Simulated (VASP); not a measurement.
The system is Li2O.

```xyz
3
Lattice="0.0000 2.3000 2.3000 2.3000 0.0000 2.3000 2.3000 2.3000 0.0000" Properties=species:S:1:pos:R:3 pbc="T T T"
O     0.0000    0.0000    0.0000
Li    1.1500    1.1500    1.1500
Li    3.4500    3.4500    3.4500
```

The cell was built by a generator and needn't be a form met in nature.

| Quantity | Value |
| --- | --- |
| Program | VASP 6.6.1 |
| Task | relaxation of cell and atoms |
| Functional | LDA |
| Potentials or basis | VASP PAW LDA potentials, release 64 (O, Li_sv) |
| Cutoff | 600 eV |
| k mesh | 10 × 10 × 10 |
| Occupations | gaussian, width 0.02 eV |
| Spin | no spin polarisation |

At the start: pressure -6.1 GPa; volume 8.11 Å³/atom.

Where does the relaxation end?

Over 4 steps the energy falls by 11.9 meV/atom and the volume is 7.52 Å³/atom (-7.3 %); space group Fm-3m (No. 225, to 0.05 Å).

Step by step:
| step | energy change (eV) | largest force (eV/Å) | pressure (GPa) | volume (Å³) |
| --- | --- | --- | --- | --- |
| 1 | 0.0000 | 0.0000 | -6.08 | 24.33 |
| 2 | -0.0297 | 0.0000 | -2.70 | 23.27 |
| 3 | -0.0358 | 0.0000 | -0.17 | 22.61 |
| 4 | -0.0358 | 0.0000 | 0.00 | 22.56 |

Final structure:
```xyz
3
Lattice="0.0000 2.2428 2.2428 2.2428 0.0000 2.2428 2.2428 2.2428 0.0000" Properties=species:S:1:pos:R:3 pbc="T T T"
O     2.2428    4.4856    2.2428
Li    1.1214    1.1214    1.1214
Li    3.3642    3.3642    3.3642
```

Caveat: the cutoff is under 1.25 times the usual one of these potentials, so pressure, stress and relaxed cells hold a basis-set (Pulay) error.
